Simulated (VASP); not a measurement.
Tb: equation of state with PBE

Tb:

```
Tb
1.0
    -2.01000    2.01000    2.01000
     2.01000   -2.01000    2.01000
     2.01000    2.01000   -2.01000
Tb
1
Direct
  0.00000 0.00000 0.00000
```

This isn't the form of Tb at room conditions, which is hcp.

```
Program             : VASP 6.6.1
Task                : equation of state
Functional          : PBE
Potentials or basis : VASP PAW PBE potentials, release 64 (Tb)
Cutoff              : 520 eV
k mesh              : 9 × 9 × 9
Occupations         : fermi-dirac, width 0.05 eV
Spin                : collinear spin, ferromagnetic start
Starting moments    : [6.0] μB
```

The equilibrium volume is 32.85 Å³/atom, the bulk modulus is 27 GPa and the pressure derivative of the bulk modulus is 3.1.

Energy against volume, from the lowest point:
```tsv
volume (Å³/atom)	energy (meV/atom)
30.533	14.79
31.183	7.35
31.833	2.52
32.482	0.14
33.132	0.00
33.782	1.94
34.431	5.77
```

All runs of the series together: 15 min on 1 thread of Intel(R) Xeon(R) Platinum 8488C (Sapphire Rapids), on a shared host.

Caveat: the magnetic or orbital state may not be the lowest. The state reached can hang on the start; a lower one may exist.
